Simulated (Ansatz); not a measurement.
Theory: Ansatz, DFT, PBE, plane waves (420 eV) with PAW, scalar-relativistic.

An element in the simple cubic structure gives this curve. The cell is scaled uniformly from the relaxed one, with fractional coordinates and shape fixed. Energies are extrapolated to zero smearing, pressures are those at the given smearing. Magnetic state: spin not included.

```tsv
V (Å³/atom)	E − E₀ (meV/atom)	P (GPa)
9.028	43.0	12.14
9.438	18.2	7.42
9.848	4.5	3.47
10.259	0.0	0.15
10.669	3.4	-2.63
11.080	13.3	-4.98
11.490	28.8	-6.96
```

(1) Which element is it?
A. beryllium
B. manganese
C. nickel
D. iron

Answers

(1) A. Its fit is V₀ = 10.28 Å³/atom, B₀ = 76 GPa, B₀′ = 3.3.
